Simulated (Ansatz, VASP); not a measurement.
# Cross-check of InAs between VASP and Ansatz

Aim: how closely do two programs agree when they are given the same cell, functional and k mesh? The cell is taken from a series of VASP runs on this material, whose earlier steps may have relaxed, scaled or displaced it; both programs get it as it stands.

Main program and level: Ansatz 0.2.0; plane waves, with VASP 6.6.1 beside it; relaxation of cell and atoms at PBE and zone-centre phonons at PBEsol with D3(BJ).

## 1. The structure

It takes space group F-43m (No. 216, cubic). Conventional cell: a = 6.189 Å, b = 6.189 Å, c = 6.189 Å, α = 90.00°, β = 90.00°, γ = 90.00°. Nearest to In lie 4 As at 2.68 Å. As has 4 In at 2.68 Å nearest. Farther neighbours are not listed.

## 2. Ansatz: relaxation of cell and atoms, PBE

Ansatz runs on its default PAW (the set named soft_2) files.

The relaxed volume is the usual yardstick between codes: its relative difference is about their pressure difference at one cell divided by the bulk modulus.

The input, input.yaml:

```yaml
crystal:
  lattice:
    - [0.0, 3.0947302699, 3.0947302699]
    - [3.0947302699, 0.0, 3.0947302699]
    - [3.0947302699, 3.0947302699, 0.0]
  atoms:
    - { symbol: In, position: [0.0, 0.0, 0.0] }
    - { symbol: As, position: [0.75, 0.75, 0.75] }
hamiltonian:
  xc: pbe
  pseudopotentials: { kind: paw }
kpoints:
  mp_grid: { grid: [10, 10, 10] }
scf:
  occupations: { method: gaussian, width: 0.05 }
relax:
  f_tol: 0.01
  max_steps: 60
  cell: { stress_tol: 0.05 }
output:
  forces: true
  stress: true
```

The run is started by

```console
> ansatz run input.yaml --threads 4 --pin off --max-ram 9216MiB --backend cpu --events-out ev --progress --plain --runs-dir out
```

Numbers of over 12 decimals in the logs are rounded to 6 here.

The program printed:

```text
Engine: ansatz 0.2.0, aarch64-unknown-linux-gnu
Pseudopotentials: kind: paw
Pseudopotential: In, paw, valence charge 13, recommended cutoff 420 eV (normal), In.paw.azcp
Pseudopotential: As, paw, valence charge 15, recommended cutoff 420 eV (normal), As.paw.azcp
Functional definition: PBE
  parameter kappa = 0.804
  parameter beta = 0.066725
  exchange = pbe_x(kappa = kappa, mu = beta*pi^2/3)
  correlation = pbe_c(beta = beta)
Crystal: 2 atoms, lattice volume = 59.279 Å³
Basis set: ecut = 420 eV, 1139 PW (Γ), exchange–correlation on 60×60×60 points (8 copies of the dense FFT grid, shifted against one another)
Bands: 18, of which v1, the nominal top of the filled ones, is band 14 counted from 1 (13 counted from 0)
Symmetry: 24 space group operations
Space group: F-43m (ITA 216), of the structure as read, at distance tolerance 3.9e-5 Å
k-points: 47 of 1000 (time reversal used)
Non-local potential: In, projectors of the file, l = 0: 2, l = 1: 2, l = 2: 2, l = 3: 2
Non-local potential: As, projectors of the file, l = 0: 2, l = 1: 2, l = 2: 3, l = 3: 1
PAW form: soft (Blöchl's): semilocal exchange-correlation on the pseudo side does not see the compensation charge
PAW one-centre angular grid: In, 590 points (default); XC on 64 Gauss nodes
PAW one-centre angular grid: As, 590 points (default); XC on 64 Gauss nodes
Initial density: superposition of atomic densities (neutral atoms: chi_scale 0, normalization atom), corrected by the library's trained network
Initial wavefunctions: pseudopotential atomic-orbital guess
Functional: x = pbe(κ = 0.804, μ = 0.219515), c = pbe(β = 0.066725)
SCF iter   1: F=—  HF=-10454.471572 eV  |F-HF|=—  |Δ(HF+E_count)|=         —  Δρ=2.48e-3  dr2=8.20e-3  ethr=1.77e-3  ⟨swp⟩=6.0  Hψ=4118  notcnv=0
preconditioner: auto → none  [insulator: Δε(μ)=0.726 eV  Ē_g=14.448 eV  σ=0.050 eV  W_gap=0.67  n_scr=14 (ndim 8)  ℏωp=20.5 eV  f_vac=0.124  D(μ)=0.06/eV (n_scr^D=0)  ε∞_Penn≈3.0]
SCF iter   2: F=—  HF=-10454.468528 eV  |F-HF|=—  |Δ(HF+E_count)|=   3.04e-3  Δρ=9.71e-4  dr2=6.88e-4  ethr=2.93e-5  ⟨swp⟩=2.0  Hψ=1826  notcnv=0
SCF iter   3: F=—  HF=-10454.468420 eV  |F-HF|=—  |Δ(HF+E_count)|=   1.08e-4  Δρ=2.91e-4  dr2=7.52e-5  ethr=2.46e-6  ⟨swp⟩=2.0  Hψ=1270  notcnv=0
SCF iter   4: F=—  HF=-10454.468477 eV  |F-HF|=—  |Δ(HF+E_count)|=   5.66e-5  Δρ=1.11e-4  dr2=9.83e-6  ethr=2.68e-7  ⟨swp⟩=2.0  Hψ=1032  notcnv=0
SCF iter   5: F=—  HF=-10454.468490 eV  |F-HF|=—  |Δ(HF+E_count)|=   1.37e-5  Δρ=3.36e-5  dr2=8.54e-7  ethr=3.51e-8  ⟨swp⟩=2.0  Hψ=1505  notcnv=0
SCF iter   6: F=-10454.468490 eV  HF=-10454.468490 eV  |F-HF|=5.11e-9  |Δ(HF+E_count)|=   2.37e-7  Δρ=5.50e-6  dr2=1.44e-8  ethr=3.57e-10  ⟨swp⟩=5.0  Hψ=3127  notcnv=0
SCF 1 converged in 6 iterations: F = -10454.468490 eV  dr2 = 1.44e-8
  greatest PAW one-centre occupation: 0.999 electrons in one spin orbital (limit 2), on the As atom at site 1 (counted from 0), in its partial waves of l = 2
relax step   1: F+E_penalty+E_count = -10454.46849043 eV  Δ(F+E_penalty+E_count) = +0.000e0 eV  max|allowed force component| = 1.110e-16 eV/Å  Δτ_max = 0.0000 Å  P = -0.069 GPa  Ω = 59.279 Å³  (6 SCF iters, dr2 threshold 1.00e-7 eV, accepted)
[...]
relax step   2: F+E_penalty+E_count = -10454.46852856 eV  Δ(F+E_penalty+E_count) = -3.813e-5 eV  max|allowed force component| = 2.371e-17 eV/Å  Δτ_max = 0.0000 Å  P = +0.028 GPa  Ω = 59.161 Å³  energy of the carried Pulay correction = +2.281e-5 eV  (4 SCF iters, dr2 threshold 1.19e-8 eV, accepted)
[...]
relax step   3: F+E_penalty+E_count = -10454.46850777 eV  Δ(F+E_penalty+E_count) = +2.078e-5 eV  max|allowed force component| = 2.978e-17 eV/Å  Δτ_max = 0.0000 Å  P = +0.027 GPa  Ω = 59.161 Å³  stress off target by 2.75e-2 GPa  SCF on the basis re-selected at this cell (its energy is not comparable with the rows above)  (4 SCF iters)
basis re-selected at this cell: Δ(F+E_penalty+E_count) = +2.078e-5 eV, ΔP = -0.000 GPa vs the last step (what re-selecting the basis moved, of the pressure what is left beyond the Pulay correction that the steps carried, after the strain that the cell walked since its last selection, with what the two solves' SCF thresholds leave and, on support functions, any second-order correction that the steps lacked; it is no m [...]
SCF converged after 4 iterations
Free energy (F): -10454.468508 eV
Harris-Foulkes:  -10454.468508 eV  (|F-HF|=1.27e-11)
Internal energy: -10454.468430 eV  (E = F + TS)
E sigma→0 (E₀):  -10454.468469 eV
Entropy (-TS):   -0.000078 eV (-0.039 meV/atom)
Fermi energy:    6.986651 eV
--- Per-component energies (eV) ---
  E_band       = -332.844217
  E_kinetic    = 345.301434
  E_local      = -3365.381678  (includes V_loc(G=0)·N_el)
  E_nonlocal   = -303.382053
  E_hartree    = 1620.234298
  E_xc         = -293.872002
  E_vxc        = -177.708667  (∫ρ·V_xc dr)
  E_paw        = -5990.606152  (= ΣΔE_a)
  E_vpaw       = -72.141740  (= ΣTr[D̂ρ^β])
  E_aug_tail   = 0.000034  (compensation charges beyond the density's cutoff)
  E_ewald      = -2466.762312
  E_smearing   = -0.000078  (= −TS)
  E_closure    = -0.000000  (closes the sum)
  Σ components = -10454.468508   (vs F -10454.468508, Δ=0.00e0)
--- Forces (eV/Å), atoms counted from 1 ---
  atom   1  In    -0.00000000     0.00000000     0.00000000
  atom   2  As     0.00000000     0.00000000    -0.00000000
  max |Σ_I F_I| component: 5.15e-17 eV/Å
--- Stress (GPa, compression-positive) ---
        0.027484      -0.000000      -0.000000
       -0.000000       0.027484       0.000000
       -0.000000       0.000000       0.027484
  P = ⅓ Tr σ = 0.0275 GPa (0.275 kbar)
--- Relaxed structure (2 steps of the walk, 2 accepted, 1 SCFs on fresh bases) ---
  F+E_penalty+E_count = -10454.46850777 eV   max|allowed force component| = 2.978e-17 eV/Å   (the final SCF, on the basis selected at the relaxed cell)
  cell:  # Å, volume = 59.1607 Å³
    - [0, 3.092677, 3.092677]
    - [3.092677, 0, 3.092677]
    - [3.092677, 3.092677, 0]
  atoms:
    - { symbol: In, position: [0, 0, 0] }
    - { symbol: As, position: [0.75, 0.75, 0.75] }
```

Wall time 3.3 s (4 threads of Arm Neoverse V1, shared host); peak memory 0.35 GiB; 12 s of CPU time.

## 3. VASP: relaxation of cell and atoms, PBE

The same cell, functional, mesh and smearing now go to VASP, with its own data sets and cutoff.

Lines of VASP's logs that name or quote its potential files are left out, and so is its time.

The input, INCAR:

```
SYSTEM = InAs
PREC = Accurate
ENCUT = 450
EDIFF = 1E-07
NELM = 100
ISMEAR = 0
SIGMA = 0.05
LREAL = .FALSE.
ALGO = Normal
GGA = PE
NBANDS = 15
LORBIT = 11
LWAVE = .FALSE.
LCHARG = .FALSE.
KPAR = 8
IBRION = 2
NSW = 50
ISIF = 3
EDIFFG = -0.002
```

The input, POSCAR:

```
InAs
1.0
    0.0000000000      3.0947302699      3.0947302699
    3.0947302699      0.0000000000      3.0947302699
    3.0947302699      3.0947302699      0.0000000000
In As
1 1
Direct
    0.0000000000      0.0000000000      0.0000000000
    0.7500000000      0.7500000000      0.7500000000
```

The input, KPOINTS:

```
Automatic mesh
0
Gamma
10 10 10
0 0 0
```

PAW data sets: In_d and As (PBE family, release 64).

The run is started by

```console
> mpirun -np 8 vasp_std
```

The program printed:

```text
[banner, memory and clock lines left out]
running    8 mpi-ranks, on    1 nodes
 distrk:  each k-point on    1 cores,    8 groups
 distr:  one band on    1 cores,    1 groups

 POSCAR found type information on POSCAR InAs
 POSCAR found :  2 types and       2 ions
|                                                                             |
|           W    W    AA    RRRRR   N    N  II  N    N   GGGG   !!!           |
|           W    W   A  A   R    R  NN   N  II  NN   N  G    G  !!!           |
|           W    W  A    A  R    R  N N  N  II  N N  N  G       !!!           |
|           W WW W  AAAAAA  RRRRR   N  N N  II  N  N N  G  GGG   !            |
|           WW  WW  A    A  R   R   N   NN  II  N   NN  G    G                |
|           W    W  A    A  R    R  N    N  II  N    N   GGGG   !!!           |
|                                                                             |
|     For optimal performance we recommend to set                             |
|       NCORE = 2 up to number-of-cores-per-socket                            |
|     NCORE specifies how many cores store one orbital (NPAR=cpu/NCORE).      |
|     This setting can greatly improve the performance of VASP for DFT.       |
|     The default, NCORE=1 might be grossly inefficient on modern             |
|     multi-core architectures or massively parallel machines. Do your        |
|     Unfortunately you need to use the default for GW and RPA                |
|     calculations (for HF NCORE is supported but not extensively tested      |
|     yet).                                                                   |
|                                                                             |

 LDA part: xc-table for (Slater+PW92), standard interpolation
 POSCAR, INCAR and KPOINTS ok, starting setup
 FFT: planning ... GRIDC
 FFT: planning ... GRID_SOFT
 FFT: planning ... GRID
 WAVECAR not read
 entering main loop
       N       E                     dE             d eps       ncg     rms          rms(c)
DAV:   1     0.105331402459E+03    0.10533E+03   -0.77323E+03  1425   0.115E+03
DAV:   2    -0.878520449481E+00   -0.10621E+03   -0.10251E+03  1550   0.276E+02
DAV:   3    -0.778597725961E+01   -0.69075E+01   -0.68579E+01  1816   0.737E+01
DAV:   4    -0.796643778903E+01   -0.18046E+00   -0.18042E+00  1755   0.138E+01
DAV:   5    -0.797379069095E+01   -0.73529E-02   -0.73528E-02  2083   0.218E+00    0.405E+00
DAV:   6    -0.773553014563E+01    0.23826E+00   -0.38834E-01  2203   0.102E+01    0.224E+00
DAV:   7    -0.771624816327E+01    0.19282E-01   -0.10577E-01  1908   0.279E+00    0.702E-01
DAV:   8    -0.771758189614E+01   -0.13337E-02   -0.11613E-02  1774   0.128E+00    0.158E-01
DAV:   9    -0.771821564567E+01   -0.63375E-03   -0.95383E-04  1704   0.300E-01    0.992E-02
DAV:  10    -0.771836850032E+01   -0.15285E-03   -0.17046E-04  1790   0.168E-01    0.544E-02
DAV:  11    -0.771841789550E+01   -0.49395E-04   -0.12545E-04  1599   0.114E-01    0.391E-02
DAV:  12    -0.771841903952E+01   -0.11440E-05   -0.65040E-06  1719   0.250E-02    0.928E-03
DAV:  13    -0.771841946020E+01   -0.42068E-06   -0.18380E-06  1690   0.823E-03    0.389E-03
DAV:  14    -0.771841959725E+01   -0.13705E-06   -0.11393E-07  1607   0.280E-03    0.119E-03
DAV:  15    -0.771841970760E+01   -0.11035E-06   -0.10811E-08  1048   0.846E-04    0.846E-04
DAV:  16    -0.771841974171E+01   -0.34112E-07   -0.42441E-09   929   0.604E-04
   1 F= -.77184197E+01 E0= -.77183809E+01  d E =-.771842E+01
 curvature:   0.00 expect dE= 0.000E+00 dE for cont linesearch  0.000E+00
 trial: gam= 0.00000 g(F)=  0.110E-47 g(S)=  0.308E-06 ort = 0.000E+00 (trialstep = 0.100E+01)
 search vector abs. value=  0.308E-06
 reached required accuracy - stopping structural energy minimisation
```

From OUTCAR (step 3):

```text
ion  position               nearest neighbor table
   1  0.000  0.000  0.000-   2 2.68   2 2.68   2 2.68   2 2.68
   2  0.750  0.750  0.750-   1 2.68   1 2.68   1 2.68   1 2.68

  LATTYP: Found a face centered cubic cell.
 ALAT       =     6.1894605398

 Subroutine GETGRP returns: Found 24 space group operations
 (whereof 24 operations were pure point group operations)

The static configuration has the point symmetry T_d .

 Found     47 irreducible k-points:

   k-points           NKPTS =     47   k-points in BZ     NKDIM =     47   number of bands    NBANDS=     15

   dimension x,y,z NGX =    30 NGY =   30 NGZ =   30
   dimension x,y,z NGXF=    60 NGYF=   60 NGZF=   60

   ENCUT  =  450.0 eV  33.07 Ry    5.75 a.u.   7.57  7.57  7.57*2*pi/ulx,y,z

   NELECT =      18.0000    total number of electrons

 k-points in reciprocal lattice and weights: Automatic mesh
   0.00000000  0.00000000  0.00000000       0.001
   0.10000000  0.00000000  0.00000000       0.008
   0.20000000  0.00000000  0.00000000       0.008
   0.30000000  0.00000000  0.00000000       0.008
   0.40000000  0.00000000  0.00000000       0.008
   0.50000000  0.00000000  0.00000000       0.004
   0.10000000  0.10000000  0.00000000       0.006
   0.20000000  0.10000000  0.00000000       0.024
   0.30000000  0.10000000  0.00000000       0.024
[...]
-0.30000000  0.40000000  0.20000000       0.024
  -0.30000000  0.50000000  0.20000000       0.012

 average (electrostatic) potential at core
       1 -97.1646       2 -50.2229

 E-fermi :   3.8438

 k-point     1 :       0.0000    0.0000    0.0000
  band No.  band energies     occupation
    ...
      6      -7.6054      2.00000
      7       3.2784      2.00000
      8       3.8285      1.33482
      9       3.8285      1.33482
     10       3.8285      1.33481
     11       7.6996      0.00000
     12       7.6996      0.00000
     13       7.6996      0.00000
     14      11.1005      0.00000
     15      13.3289      0.00000

 k-point     2 :       0.1000    0.0000    0.0000
  band No.  band energies     occupation
    ...
      5     -10.3390      2.00000
      6      -7.5140      2.00000
      7       2.2232      2.00000
      8       3.7148      1.99974
      9       3.7148      1.99974
     10       4.5699      0.00000
     11       7.7354      0.00000
     12       7.8718      0.00000
     13       7.8718      0.00000
     14      11.6653      0.00000
    ...

 k-point     3 :       0.2000    0.0000    0.0000
  band No.  band energies     occupation
    ...
      5     -10.3386      2.00000
      6      -7.2551      2.00000
      7       0.8839      2.00000
      8       3.4564      2.00000
      9       3.4564      2.00000
     10       4.9160      0.00000
     11       8.2248      0.00000
     12       8.2248      0.00000
     13       8.2731      0.00000
     14      12.2320      0.00000
    ...

  Total        0.0020634      0.0020634      0.0020634      0.0000000      0.0000000      0.0000000
  in kB        0.0557698      0.0557698      0.0557698      0.0000000      0.0000000      0.0000000
  external PRESSURE =       0.0557698 kB  Pullay stress =       0.0000000 kB

  energy-cutoff  :      450.00
  volume of cell :       59.28
      direct lattice vectors                 reciprocal lattice vectors
     0.000000000  3.094730270  3.094730270    -0.161564969  0.161564969  0.161564969
     3.094730270  0.000000000  3.094730270     0.161564969 -0.161564969  0.161564969
     3.094730270  3.094730270  0.000000000     0.161564969  0.161564969 -0.161564969

 POSITION                                       TOTAL-FORCE (eV/Angst)
 -----------------------------------------------------------------------------------
      0.00000      0.00000      0.00000        -0.000000     -0.000000      0.000000
      4.64210      4.64210      4.64210         0.000000      0.000000     -0.000000
 -----------------------------------------------------------------------------------
    total drift:                               -0.000000     -0.000000     -0.000000

  FREE ENERGIE OF THE ION-ELECTRON SYSTEM (eV)
  ---------------------------------------------------
  free  energy   TOTEN  =        -7.7184197417 eV

  energy  without entropy=       -7.7183420627  energy(sigma->0) =       -7.71838090

 reached required accuracy - stopping structural energy minimisation

 total charge
# of ion       s       p       d       tot
------------------------------------------
    1        0.850   0.669   9.880  11.398
    2        1.226   1.525   0.019   2.770
--------------------------------------------------
tot          2.076   2.194   9.898  14.168

[... 3 further parts left out ...]
```

## 4. Differences

Known differences besides the potentials themselves: both relaxations stop at a tolerance, which leaves soft axes loose, and VASP keeps its plane-wave basis; the data sets hold 28 valence electrons in Ansatz (default PAW (the set named soft_2) files) and 18 in VASP; the cutoff is 420 eV in Ansatz and 450 eV in VASP; VASP leaves aspherical gradient terms in its spheres out (LASPH is not set), Ansatz keeps them; Ansatz adds a Pulay correction to the stress that steers its cell, VASP none. Total energies have different zeros and are not compared.

Compared:

```
                                         quantity  Ansatz   VASP  difference
                                      volume (Å³)   59.16  59.28     -0.20 %
edge a after relaxation, in the typed setting (Å)   4.374  4.377     -0.07 %
```

The walks stopped with 0.03 GPa left in Ansatz and 0.01 GPa in VASP; each walk ends within a tolerance, so the volume difference is uncertain by about these residues over the bulk modulus, most in soft cells.

(Continued in part 2 of 2.)

[Lines on the potential files, build, host, timing and source positions are cut from VASP's logs without a mark.]

[Logs are printed without paths, hosts, clocks, repeated set-up lines and the standing remarks that a program may print on its own settings, such as how far it seeks lower states.]

[Hosts, paths, dates, database ids (printed as entryN), source tags and the programs' standing remarks are cut or masked in the printed files.]
